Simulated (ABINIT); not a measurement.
# Sn: band structure with LDA

Crystal: Sn.

```xyz
2
Lattice="0.0000 3.2333 3.2333 3.2333 0.0000 3.2333 3.2333 3.2333 0.0000" Properties=species:S:1:pos:R:3 pbc="T T T"
Sn    4.8500    4.8500    4.8500
Sn    3.2333    3.2333    3.2333
```

This isn't the form of Sn at room conditions, which is tetragonal (white tin).

| Item | Value |
| --- | --- |
| Program | ABINIT 10.8.3 (patched build) |
| Task | band structure |
| Functional | LDA |
| Potentials or basis | PseudoDojo NC SR LDA v0.4.1 standard |
| Cutoff | 980 eV |
| k mesh | 7 × 7 × 7 |
| Occupations | fermi-dirac, width 0.05 eV |
| Spin | no spin polarisation |

```yaml
Pressure: 0.1 GPa
Band_gap_on_the_k_mesh: none (metal or under the smearing width)
Valence_electrons_inside_the_program's_atomic_spheres: Sn 10.58 (radii [1.0584] Å)
```

Levels at the corners of the path, in eV from the Fermi level:
```tsv
point	band 12	band 13	band 14	band 15	band 16	band 17
Γ	-0.67	0.19	0.19	0.19	2.27	2.27
X	-7.52	-2.39	-2.39	0.86	0.86	7.84
W	-7.46	-2.98	-2.98	3.51	3.51	4.12
K	-7.03	-3.32	-2.02	1.14	3.44	5.85
Γ	-0.67	0.19	0.19	0.19	2.27	2.27
L	-6.29	-1.03	-1.03	0.00	3.34	3.34
U	-7.03	-3.32	-2.02	1.14	3.44	5.85
W	-7.46	-2.98	-2.98	3.51	3.51	4.12
L	-6.29	-1.03	-1.03	0.00	3.34	3.34
K	-7.03	-3.32	-2.02	1.14	3.44	5.85
```

It took 4.7 min on 1 thread of Arm Neoverse V1, with other jobs on the host, peak memory 0.29 GiB.

Caveat: spin-orbit coupling is left out, which moves the levels of the heavy elements.
